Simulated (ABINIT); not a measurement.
Crystal: KF (Carobbiite).

```
K F
1.0
     0.00000    2.67185    2.67185
     2.67185    0.00000    2.67185
     2.67185    2.67185    0.00000
K F
1 1
Direct
  0.00000 0.00000 0.00000
  0.50000 0.50000 0.50000
```

Base run:

```yaml
Program: ABINIT 10.8.3 (patched build)
Functional: PBE
Potentials_or_basis: JTH PAW PBE v2.0
Cutoff: 626 eV
k_mesh: 9 × 9 × 9
Occupations: fermi-dirac, width 0.05 eV
Spin: no spin polarisation
```

Its results: band gap on the k mesh 6.17 eV, direct; pressure 1.5 GPa.

Problem. The run is repeated on the same cell with these changes: functional from PBE to PBEsol; potentials or basis from JTH PAW PBE v2.0 to PseudoDojo NC SR PBEsol v0.4.1 standard; cutoff from 626 eV to 1143 eV. What comes out?

Solution. Band gap on the k mesh 6.06 eV, direct; pressure -0.7 GPa.

Not every run made on this cell is shown here.
